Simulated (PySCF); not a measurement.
**Pd in PySCF: convergence with k mesh**

The system is Pd.

```xyz
1
Lattice="0.0000 1.9465 1.9465 1.9465 0.0000 1.9465 1.9465 1.9465 0.0000" Properties=species:S:1:pos:R:3 pbc="T T T"
Pd    0.0000    0.0000    0.0000
```

```yaml
Program: PySCF 2.14.0
Task: convergence study
Functional: PBE
Potentials_or_basis: DZVP-MOLOPT-SR/GTH-PBE (potentials made for PBE)
k_mesh: 2 × 2 × 2
Occupations: fermi-dirac, width 0.05 eV
Spin: no spin polarisation
```

These are the settings of the first run; the series varies k mesh, with any setting tied to it.

Hardware: 2 threads of Arm Neoverse V1 (shared host).

```
   k mesh  energy less the tightest run, at zero smearing (meV/atom)  SCF cycles  CPU time (s)  peak memory (GiB)
2 × 2 × 2                                                    3415.56          14            45               0.18
3 × 3 × 3                                                     869.05           9            46               0.31
4 × 4 × 4                                                    -140.29           7            84               0.51
5 × 5 × 5                                                     166.34           7           270                1.3
6 × 6 × 6                                                       0.00           7          1100                3.6
```

Not settled before the last step: the energy (to 1 meV/atom). Meshes of other sizes hit other points, so gaps and Fermi surfaces needn't settle smoothly. The tightest run that finished is the yardstick and may itself not be fully converged.

Caveat, for the tightest run too: the k mesh is coarse (spacing up to 0.47 Å⁻¹), so the values aren't converged; the basis of atomic orbitals isn't converged, which shifts pressures, moduli and gaps.
